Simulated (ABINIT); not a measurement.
# Ag (Fm-3m) in ABINIT: notebook

Aim: see how the results for Ag move with the level of theory and the settings. Levels: BP86, RPBE, PW91. Tasks: band structure.

All numbers are computed with ABINIT 10.8.3 (patched build); they aren't measurements. Logs are shortened: lines on timing, memory, paths and dates and some standing lists are left out, and cuts for length are marked. The log counts tension as positive stress, the text compression.

## Step 1: Starting point

The structure is cubic, space group Fm-3m (No. 225). The conventional cell has a = 4.085 Å, b = 4.085 Å, c = 4.085 Å, α = 90.00°, β = 90.00°, γ = 90.00°. Ag (site symmetry m-3m) has 12 Ag at 2.89 Å as nearest neighbours.

## Step 2: Band structure, BP86

run.abi

```
ndtset 2

pp_dirpath "./"
pseudos "Ag.upf"

acell 3*1.0
rprim
     0.0000000000     3.8602380411     3.8602380411
     3.8602380411     0.0000000000     3.8602380411
     3.8602380411     3.8602380411     0.0000000000
ntypat 1
znucl 47
natom 1
typat 1
xcart
     0.0000000000     0.0000000000     0.0000000000

ecut 41.0

ixc -106132

occopt 3
tsmear 0.00183747

nstep 100

iomode 3
prtwf 0
prteig 0
prtebands 0
enunit 2
prtden1 1

kptopt1 1
ngkpt1 11 11 11
nshiftk1 1
shiftk1 0.0 0.0 0.0
nband1 14
tolvrs1 1.0e-10

iscf2 -2
getden2 1
nband2 18
nbdbuf2 2
tolwfr2 1.0e-12
kptopt2 -9
ndivsm2 5
prteig2 1
prtvol2 -3
kptbounds2
     0.0000000000     0.0000000000     0.0000000000
     0.5000000000     0.0000000000     0.5000000000
     0.5000000000     0.2500000000     0.7500000000
     0.3750000000     0.3750000000     0.7500000000
     0.0000000000     0.0000000000     0.0000000000
     0.5000000000     0.5000000000     0.5000000000
     0.6250000000     0.2500000000     0.6250000000
     0.5000000000     0.2500000000     0.7500000000
     0.5000000000     0.5000000000     0.5000000000
     0.3750000000     0.3750000000     0.7500000000
```

Potentials or basis: PseudoDojo NC SR PBE v0.4.1 standard.

Started as:

```sh
abinit run.abi > log 2>&1
```

run.abo:

```text
.Version 10.8.3 of ABINIT
 DATASET    1 : space group Fm -3 m (#225); Bravais cF (face-center cubic)
================================================================================
 Values of the parameters that define the memory need for DATASET  1.
     intxc =       0    ionmov =       0      iscf =       7    lmnmax =       6
     lnmax =       6     mgfft =      32  mpssoang =       3    mqgrid =    3001
     natom =       1  nloc_mem =       1    nspden =       1   nspinor =       1
    nsppol =       1      nsym =      48    n1xccc =    2501    ntypat =       1
    occopt =       3   xclevel =       2
       mpw =        1458          nfft =       32768          nkpt =          56
================================================================================
================================================================================

 DATASET    2 : space group Fm -3 m (#225); Bravais cF (face-center cubic)
================================================================================
 Values of the parameters that define the memory need for DATASET  2.
     intxc =       0    ionmov =       0      iscf =      -2    lmnmax =       6
     lnmax =       6     mgfft =      32  mpssoang =       3    mqgrid =    3001
     natom =       1  nloc_mem =       1    nspden =       1   nspinor =       1
    nsppol =       1      nsym =      48    n1xccc =    2501    ntypat =       1
    occopt =       3   xclevel =       2
       mpw =        1460          nfft =       32768          nkpt =          87
================================================================================
================================================================================

--------------------------------------------------------------------------------
------------- Echo of variables that govern the present computation ------------
--------------------------------------------------------------------------------
 -outvars: echo values of preprocessed input variables --------
            acell      1.0000000000E+00  1.0000000000E+00  1.0000000000E+00 Bohr
              amu      1.07868200E+02
             ecut      4.10000000E+01 Hartree
           enunit           2
           getden1          0
           getden2          1
             iscf1          7
             iscf2         -2
              ixc     -106132
           jdtset        1    2
           kptopt1          1
           kptopt2         -9
         kptrlatt       11    0    0      0   11    0      0    0   11
          kptrlen1     6.00512109E+01
          kptrlen2     3.00000000E+01
            natom           1
            nband1         14
            nband2         18
           nbdbuf1          0
           nbdbuf2          2
           ndtset           2
           ndivsm1          0
           ndivsm2          5
            ngfft          32      32      32
             nkpt1         56
             nkpt2         87
            nstep         100
             nsym          48
           ntypat           1
           occopt           3
        prtebands           0
           prteig1          0
           prteig2          1
           prtvol1          0
           prtvol2         -3
            prtwf           0
            rprim      0.0000000000E+00  3.8602380411E+00  3.8602380411E+00
                       3.8602380411E+00  0.0000000000E+00  3.8602380411E+00
                       3.8602380411E+00  3.8602380411E+00  0.0000000000E+00
           shiftk1     0.00000000E+00  0.00000000E+00  0.00000000E+00
           shiftk2     5.00000000E-01  5.00000000E-01  5.00000000E-01
          spgroup         225
           tolvrs1     1.00000000E-10
           tolvrs2     0.00000000E+00
           tolwfr1     0.00000000E+00
           tolwfr2     1.00000000E-12
           tsmear      1.83747000E-03 Hartree
            typat      1
            znucl       47.00000

================================================================================
[... 8 lines left out ...]
--- !DatasetInfo
iteration_state: {dtset: 1, }
dimensions: {natom: 1, nkpt: 56, mband: 14, nsppol: 1, nspinor: 1, nspden: 1, mpw: 1458, }
cutoff_energies: {ecut:  41.0, pawecutdg:  -1.0, }
electrons: {nelect:   1.90000000E+01, charge:   0.00000000E+00, occopt:   3.00000000E+00, tsmear:   1.83747000E-03, }
meta: {optdriver: 0, ionmov: 0, optcell: 0, iscf: 7, paral_kgb: 0, }
...

 Real(R)+Recip(G) space primitive vectors, cartesian coordinates (Bohr,Bohr^-1):
 R(1)=  0.0000000  3.8602380  3.8602380  G(1)= -0.1295257  0.1295257  0.1295257
 R(2)=  3.8602380  0.0000000  3.8602380  G(2)=  0.1295257 -0.1295257  0.1295257
 R(3)=  3.8602380  3.8602380  0.0000000  G(3)=  0.1295257  0.1295257 -0.1295257
 Unit cell volume ucvol=  1.1504619E+02 bohr^3
 Angles (23,13,12)=  6.00000000E+01  6.00000000E+01  6.00000000E+01 degrees

[... 160 lines left out ...]
  7.80E-12  1.60E-08
 -2.9839E+00 -1.6379E+00 -1.6379E+00 -1.6379E+00  1.1243E-01  2.2111E-01
  2.2111E-01  2.2111E-01  2.5931E-01  2.5931E-01  9.9724E-01  1.1235E+00
  1.1235E+00  1.1235E+00  1.3059E+00  1.3304E+00  1.3304E+00  1.3304E+00
 Non-SCF case, kpt    2 (  0.03571  0.00000  0.03571), residuals and eigenvalues=
  1.99E-13  2.29E-13  1.69E-13  2.06E-13  8.30E-14  3.42E-13  4.35E-13  2.28E-13
  3.23E-13  1.46E-13  5.58E-14  5.81E-13  2.87E-13  7.99E-13  7.44E-13  9.71E-13
  8.97E-12  5.07E-11
 -2.9838E+00 -1.6380E+00 -1.6379E+00 -1.6379E+00  1.1441E-01  2.2033E-01
  2.2183E-01  2.2183E-01  2.5853E-01  2.5965E-01  9.9782E-01  1.1152E+00
  1.1183E+00  1.1183E+00  1.3182E+00  1.3273E+00  1.3273E+00  1.3337E+00
[... 581 lines left out ...]
 Non-SCF case, kpt   86 (  0.38889  0.38889  0.72222), residuals and eigenvalues=
  1.57E-13  2.55E-13  2.75E-13  2.77E-13  9.47E-13  6.55E-13  3.54E-13  9.66E-14
  2.41E-13  7.93E-13  5.59E-13  6.16E-13  2.40E-13  5.36E-13  1.64E-13  2.37E-13
  6.11E-13  1.09E-04
 -2.9830E+00 -1.6426E+00 -1.6416E+00 -1.6397E+00  1.8004E-01  1.9837E-01
  2.4124E-01  2.6291E-01  2.8456E-01  5.5808E-01  5.6835E-01  6.8026E-01
  8.8580E-01  1.0183E+00  1.3234E+00  1.3965E+00  1.4253E+00  1.6193E+00
 Non-SCF case, kpt   87 (  0.37500  0.37500  0.75000), residuals and eigenvalues=
  1.98E-13  2.41E-13  9.31E-14  1.87E-13  2.59E-13  3.89E-13  1.99E-13  5.44E-13
  6.23E-13  7.86E-14  3.99E-13  3.09E-13  8.91E-13  1.69E-13  4.40E-13  5.14E-13
  8.23E-13  1.77E-06
 -2.9830E+00 -1.6427E+00 -1.6415E+00 -1.6398E+00  1.7704E-01  1.9291E-01
  2.4794E-01  2.6756E-01  2.8609E-01  5.5655E-01  5.9095E-01  6.6089E-01
  8.6782E-01  1.0202E+00  1.2841E+00  1.4098E+00  1.4540E+00  1.6278E+00

--- !ResultsGS
iteration_state: {dtset: 2, }
comment   : Summary of ground state results
lattice_vectors:
- [  0.0000000,   3.8602380,   3.8602380, ]
- [  3.8602380,   0.0000000,   3.8602380, ]
- [  3.8602380,   3.8602380,   0.0000000, ]
lattice_lengths: [   5.45920,    5.45920,    5.45920, ]
lattice_angles: [ 60.000,  60.000,  60.000, ] # degrees, (23, 13, 12)
lattice_volume:   1.1504619E+02
convergence: {deltae:  0.000E+00, res2:  0.000E+00, residm:  9.963E-13, diffor:  0.000E+00, }
etotal    :  -1.55150725E+02
entropy   :   0.00000000E+00
fermie    :   4.08043468E-01
cartesian_stress_tensor: null
pressure_GPa: null
xred      :
- [  0.0000E+00,   0.0000E+00,   0.0000E+00, Ag]
cartesian_forces: null
force_length_stats: {min: null, max: null, mean: null, }
...

 Integrated electronic density in atomic spheres:
 ------------------------------------------------
 Atom  Sphere_radius  Integrated_density
    1        2.00000         16.34782057
================================================================================

 ----iterations are completed or convergence reached----

 Mean square residual over all n,k,spin=   37.156E-14; max=  99.632E-14
 reduced coordinates (array xred) for    1 atoms
       0.000000000000      0.000000000000      0.000000000000

 cartesian coordinates (angstrom) at end:
    1      0.00000000000000     0.00000000000000     0.00000000000000
 length scales=  1.000000000000  1.000000000000  1.000000000000 bohr
              =  0.529177210544  0.529177210544  0.529177210544 angstroms
 Eigenvalues (hartree) for nkpt=  87  k points:
 kpt#   1, nband= 18, wtk=  1.00000, kpt=  0.0000  0.0000  0.0000 (reduced coord)
  -2.98386   -1.63791   -1.63791   -1.63791    0.11243    0.22111    0.22111    0.22111
   0.25931    0.25931    0.99724    1.12353    1.12353    1.12353    1.30586    1.33040
   1.33040    1.33040
 kpt#   2, nband= 18, wtk=  1.00000, kpt=  0.0357  0.0000  0.0357 (reduced coord)
  -2.98385   -1.63799   -1.63794   -1.63794    0.11441    0.22033    0.22183    0.22183
   0.25853    0.25965    0.99782    1.11522    1.11825    1.11825    1.31816    1.32728
   1.32728    1.33373
 kpt#   3, nband= 18, wtk=  1.00000, kpt=  0.0714  0.0000  0.0714 (reduced coord)
  -2.98382   -1.63821   -1.63803   -1.63803    0.12026    0.21805    0.22398    0.22398
   0.25628    0.26064    0.99949    1.09577    1.10255    1.10255    1.32292    1.32292
   1.34333    1.34370
 kpt#   4, nband= 18, wtk=  1.00000, kpt=  0.1071  0.0000  0.1071 (reduced coord)
  -2.98377   -1.63855   -1.63817   -1.63817    0.12973    0.21443    0.22752    0.22752
   0.25293    0.26225    1.00208    1.07308    1.07751    1.07751    1.31762    1.32429
   1.32429    1.36028
 kpt#   5, nband= 18, wtk=  1.00000, kpt=  0.1429  0.0000  0.1429 (reduced coord)
[... 316 lines left out ...]
  -2.98309   -1.64293   -1.64085   -1.63940    0.18450    0.20693    0.23520    0.24865
   0.28488    0.50566    0.54749    0.77182    0.93158    1.01198    1.35455    1.35835
   1.41682    1.61666
 kpt#  85, nband= 18, wtk=  1.00000, kpt=  0.4028  0.4028  0.6944 (reduced coord)
  -2.98306   -1.64268   -1.64130   -1.63954    0.18298    0.20362    0.23584    0.25624
   0.28434    0.53378    0.55676    0.72201    0.90736    1.01554    1.35916    1.37942
   1.39952    1.61850
 kpt#  86, nband= 18, wtk=  1.00000, kpt=  0.3889  0.3889  0.7222 (reduced coord)
  -2.98304   -1.64256   -1.64156   -1.63967    0.18004    0.19837    0.24124    0.26291
   0.28456    0.55808    0.56835    0.68026    0.88580    1.01826    1.32338    1.39650
   1.42532    1.61930
 kpt#  87, nband= 18, wtk=  1.00000, kpt=  0.3750  0.3750  0.7500 (reduced coord)
  -2.98303   -1.64268   -1.64148   -1.63978    0.17704    0.19291    0.24794    0.26756
   0.28609    0.55655    0.59095    0.66089    0.86782    1.02020    1.28412    1.40976
   1.45403    1.62779
 Eigenvalues (   eV  ) for nkpt=  87  k points:
 kpt#   1, nband= 18, wtk=  1.00000, kpt=  0.0000  0.0000  0.0000 (reduced coord)
 -81.19494  -44.56993  -44.56993  -44.56993    3.05946    6.01672    6.01672    6.01672
   7.05632    7.05632   27.13631   30.57281   30.57281   30.57281   35.53432   36.20204
  36.20204   36.20204
 kpt#   2, nband= 18, wtk=  1.00000, kpt=  0.0357  0.0000  0.0357 (reduced coord)
 -81.19464  -44.57193  -44.57072  -44.57072    3.11322    5.99554    6.03634    6.03634
   7.03493    7.06546   27.15205   30.34679   30.42925   30.42925   35.86901   36.11717
  36.11717   36.29255
 kpt#   3, nband= 18, wtk=  1.00000, kpt=  0.0714  0.0000  0.0714 (reduced coord)
 -81.19379  -44.57784  -44.57306  -44.57306    3.27247    5.93347    6.09480    6.09480
   6.97372    7.09249   27.19751   29.81737   30.00180   30.00180   35.99852   35.99852
  36.55380   36.56385
 kpt#   4, nband= 18, wtk=  1.00000, kpt=  0.1071  0.0000  0.1071 (reduced coord)
 -81.19241  -44.58734  -44.57683  -44.57683    3.53020    5.83482    6.19100    6.19100
   6.88262    7.13626   27.26785   29.20001   29.32055   29.32055   35.85423   36.03570
  36.03570   37.01512
 kpt#   5, nband= 18, wtk=  1.00000, kpt=  0.1429  0.0000  0.1429 (reduced coord)
[... 317 lines left out ...]
   7.75189   13.75966   14.89787   21.00235   25.34960   27.53731   36.85906   36.96269
  38.55353   43.99152
 kpt#  85, nband= 18, wtk=  1.00000, kpt=  0.4028  0.4028  0.6944 (reduced coord)
 -81.17332  -44.69964  -44.66195  -44.61411    4.97923    5.54081    6.41755    6.97256
   7.73725   14.52494   15.15032   19.64690   24.69055   27.63415   36.98470   37.53580
  38.08285   44.04152
 kpt#  86, nband= 18, wtk=  1.00000, kpt=  0.3889  0.3889  0.7222 (reduced coord)
 -81.17272  -44.69623  -44.66899  -44.61765    4.89906    5.39804    6.56458    7.15407
   7.74335   15.18610   15.46546   18.51073   24.10397   27.70822   36.01107   38.00070
  38.78498   44.06338
 kpt#  87, nband= 18, wtk=  1.00000, kpt=  0.3750  0.3750  0.7500 (reduced coord)
 -81.17237  -44.69948  -44.66700  -44.62056    4.81746    5.24947    6.74673    7.28077
   7.78483   15.14438   16.08057   17.98364   23.61457   27.76112   34.94280   38.36146
  39.56606   44.29432

== END DATASET(S) ==============================================================
================================================================================

 -outvars: echo values of variables after computation  --------
            acell      1.0000000000E+00  1.0000000000E+00  1.0000000000E+00 Bohr
           etotal1    -1.5515072476E+02
            fcart1    -0.0000000000E+00 -0.0000000000E+00 -0.0000000000E+00
            rprim      0.0000000000E+00  3.8602380411E+00  3.8602380411E+00
                       3.8602380411E+00  0.0000000000E+00  3.8602380411E+00
                       3.8602380411E+00  3.8602380411E+00  0.0000000000E+00
           strten1    -1.5252988104E-04 -1.5252988104E-04 -1.5252988104E-04
                       0.0000000000E+00  0.0000000000E+00  0.0000000000E+00
 Calculation completed.
```

Run time: 52 s. Hardware: 1 thread of Arm Neoverse V1, shared host; peak memory 0.11 GiB.

What came out:

```yaml
Free_energy: -4221.8663 eV
Pressure: 4.5 GPa
Band_gap_on_the_k_mesh: none (metal or under the smearing width)
Valence_electrons_inside_the_program's_atomic_spheres: Ag 16.35 (radii [1.0584] Å)
```

Levels at the corners of the path, in eV from the Fermi level:
| point | band 7 | band 8 | band 9 | band 10 | band 11 | band 12 |
| --- | --- | --- | --- | --- | --- | --- |
| Γ | -5.09 | -5.09 | -4.05 | -4.05 | 16.03 | 19.47 |
| X | -3.28 | -3.03 | -3.03 | 1.35 | 6.45 | 10.41 |
| W | -5.35 | -4.04 | -3.03 | 5.70 | 5.70 | 6.65 |
| K | -4.36 | -3.82 | -3.32 | 4.04 | 4.98 | 6.88 |
| Γ | -5.09 | -5.09 | -4.05 | -4.05 | 16.03 | 19.47 |
| L | -5.11 | -3.24 | -3.24 | -0.62 | 3.30 | 15.26 |
| U | -4.36 | -3.82 | -3.32 | 4.04 | 4.98 | 6.88 |
| W | -5.35 | -4.04 | -3.03 | 5.70 | 5.70 | 6.65 |
| L | -5.11 | -3.24 | -3.24 | -0.62 | 3.30 | 15.26 |
| K | -4.36 | -3.82 | -3.32 | 4.04 | 4.98 | 6.88 |

Caveat: the potentials were made for another functional, which shifts forces and pressure.

(Continued in part 2 of 2.)
